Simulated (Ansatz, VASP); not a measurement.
**One calculation of LiF, two programs**

File INCAR:

```
SYSTEM = LiF
  ALGO = Normal
  EDIFF = 1E-7
  ENCUT = 520
  GGA = PE
  ISIF = 2
  ISMEAR = 0
  LASPH = .True.
  LCHARG = .False.
  LREAL = .False.
  LWAVE = .False.
  NBANDS = 12
  NELM = 60
  PREC = Accurate
  SIGMA = 0.05
```

KPOINTS

```
k-points
0
Gamma
  10 10 10
  0 0 0
```

Contents of POSCAR:

```
LiF
1.0
    0.0000000000      2.1348400000      2.0140000000
    2.1348400000      0.0000000000      2.0140000000
    2.1348400000      2.1348400000      0.0000000000
Li F
1 1
Direct
    0.0000000000      0.0000000000      0.0000000000
    0.5000000000      0.5000000000      0.5000000000
```

Input for Ansatz:

```yaml
crystal:
  lattice:
    - [0.0, 2.13484, 2.014]
    - [2.13484, 0.0, 2.014]
    - [2.13484, 2.13484, 0.0]
  atoms:
    - { symbol: Li, position: [0.0, 0.0, 0.0] }
    - { symbol: F, position: [0.5, 0.5, 0.5] }
basis:
  ecutwfc: 420
kpoints:
  mp_grid: { grid: [10, 10, 10] }
hamiltonian:
  xc: pbe
scf:
  occupations: { method: gaussian, width: 0.05 }
output:
  forces: true
  stress: true
  eigenvalues: true
```

Change from the starting cell: strain +0.0600 x Voigt [1, 1, 0, 0, 0, 0], atoms carried along.

Alike in both runs: task single point; functional PBE; k mesh 10 × 10 × 10; occupations gaussian, width 0.05 eV; no spin polarisation.

```csv
,VASP,Ansatz
version,VASP 6.6.1,Ansatz 0.2.0
potentials or method,"VASP PAW PBE potentials, release 64 (Li_sv, F)","scalar-relativistic, plane waves, PAW"
plane-wave cutoff (eV),520,420
valence electrons in the cell,10,10
```

|  | VASP | Ansatz | Ansatz less VASP |
| --- | --- | --- | --- |
| gap on the k mesh at the Fermi level (eV) | 8.08 | 8.08 | +0.001 |
| least direct gap on the mesh (eV) | 8.08 | 8.08 | +0.001 |

The functional is the same, so the differences come from potentials, cutoffs and numerics.

 A k mesh can miss the band edges.
